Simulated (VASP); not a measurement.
## B12N11 (a cell with a defect): single point with PBEsol

B12N11 (a cell with a defect):

```
CELL_PARAMETERS angstrom
0.00000 5.42250 5.42250
3.61500 0.00000 3.61500
3.61500 3.61500 0.00000
ATOMIC_POSITIONS crystal
B 0.00000 0.00000 0.00000
B 0.00000 0.00000 0.50000
B 0.00000 0.50000 0.00000
B 0.00000 0.50000 0.50000
B 0.33333 0.00000 0.00000
B 0.33333 0.00000 0.50000
B 0.33333 0.50000 0.00000
B 0.33333 0.50000 0.50000
B 0.66667 0.00000 0.00000
B 0.66667 0.00000 0.50000
B 0.66667 0.50000 0.00000
B 0.66667 0.50000 0.50000
N 0.08333 0.12500 0.62500
N 0.08333 0.62500 0.12500
N 0.08333 0.62500 0.62500
N 0.41667 0.12500 0.12500
N 0.41667 0.12500 0.62500
N 0.41667 0.62500 0.12500
N 0.41667 0.62500 0.62500
N 0.75000 0.12500 0.12500
N 0.75000 0.12500 0.62500
N 0.75000 0.62500 0.12500
N 0.75000 0.62500 0.62500
```

```yaml
Program: VASP 6.6.1
Task: single point
Functional: PBEsol
Potentials_or_basis: VASP PAW PBE potentials, release 64 (B, N)
Cutoff: 450 eV
k_mesh: 3 × 4 × 4
Occupations: gaussian, width 0.03 eV
Spin: collinear spin, ferromagnetic start
Starting_moments: "[0.5, 0.5, 0.5, 0.0, 0.5, 0.0, 0.0, 0.0, 0.0, 0.0, 0.0, 0.0, 0.0, 0.0, 0.0, 0.0, 0.0, 0.0, 0.0, 0.0, 0.0, 0.0, 0.0] μB"
Dq: -1
Further_INCAR_settings: LREAL = Auto; ALGO = All; EDIFF = 1e-05; ISYM = 0; NELECT = 92.0
```

```yaml
Largest_force: 0.546 eV/Å
Band_gap_on_the_k_mesh: none (metal or under the smearing width)
Net_moment: 0.79 μB per cell
Site_moments: B +0.03, +0.00, +0.24, +0.02, +0.01; N +0.00, +0.01, -0.00 μB
Valence_electrons_inside_the_program's_atomic_spheres: B 1.93, 2.04, 1.95, 2.05; N 3.94, 3.96, 3.97
```

Forces in eV/Å, atoms in the order of the input:
```
B   -0.109 -0.214 -0.214
B    0.230  0.183 -0.229
B    0.230 -0.229  0.183
B   -0.310  0.275  0.275
B   -0.088  0.128  0.128
B    0.344 -0.401 -0.025
B    0.344 -0.025 -0.401
B   -0.001 -0.322 -0.322
B    0.015 -0.062 -0.062
B    0.087 -0.082  0.205
B    0.087  0.205 -0.082
B   -0.312  0.020  0.020
N   -0.040  0.022  0.525
N   -0.040  0.525  0.022
N   -0.546  0.013  0.013
N    0.233 -0.036 -0.036
N   -0.164  0.009  0.136
N   -0.164  0.136  0.009
N   -0.017  0.046  0.046
N   -0.119  0.059  0.059
N    0.167 -0.087 -0.114
N    0.167 -0.114 -0.087
N    0.007 -0.047 -0.047
```

Levels at points of the mesh, in eV from the Fermi level:
Spin up:
```csv
k point,band 42,band 43,band 44,band 45,band 46,band 47,band 48,band 49,band 50,band 51
"(0.00, 0.00, 0.00)",-6.35,-5.37,-5.18,-5.17,-0.19,-0.02,0.85,1.65,1.90,2.21
"(0.00, 0.50, 0.00)",-6.52,-5.87,-5.86,-4.86,-1.03,0.04,1.01,2.04,2.25,2.90
"(0.00, 0.00, 0.50)",-6.52,-5.87,-5.86,-4.86,-1.03,0.04,1.01,2.04,2.25,2.90
"(0.00, 0.50, 0.50)",-6.76,-6.56,-5.76,-4.69,-1.15,0.10,1.12,2.12,2.25,2.92
```
Spin down:
```
           k point  band 43  band 44  band 45  band 46  band 47  band 48  band 49  band 50
(0.00, 0.00, 0.00)    -5.30    -5.15    -5.15     0.05     0.35     0.96     1.95     2.00
(0.00, 0.50, 0.00)    -5.85    -5.85    -4.51    -0.89     0.68     1.21     2.17     2.36
(0.00, 0.00, 0.50)    -5.85    -5.85    -4.51    -0.89     0.68     1.21     2.17     2.36
(0.00, 0.50, 0.50)    -6.52    -5.74    -4.37    -0.98     0.82     1.29     2.18     2.32
```

Wall time 6.1 min on 1 thread of Intel(R) Xeon(R) 6975P-C (Granite Rapids) (shared host), peak memory 0.73 GiB.

Caveat: the k mesh is coarse (spacing up to 0.38 Å⁻¹), so the values aren't converged; the cell is charged against a uniform background, so pressure and absolute levels hang on convention; the PAW data sets were made with another functional, which shifts forces and pressure a little.
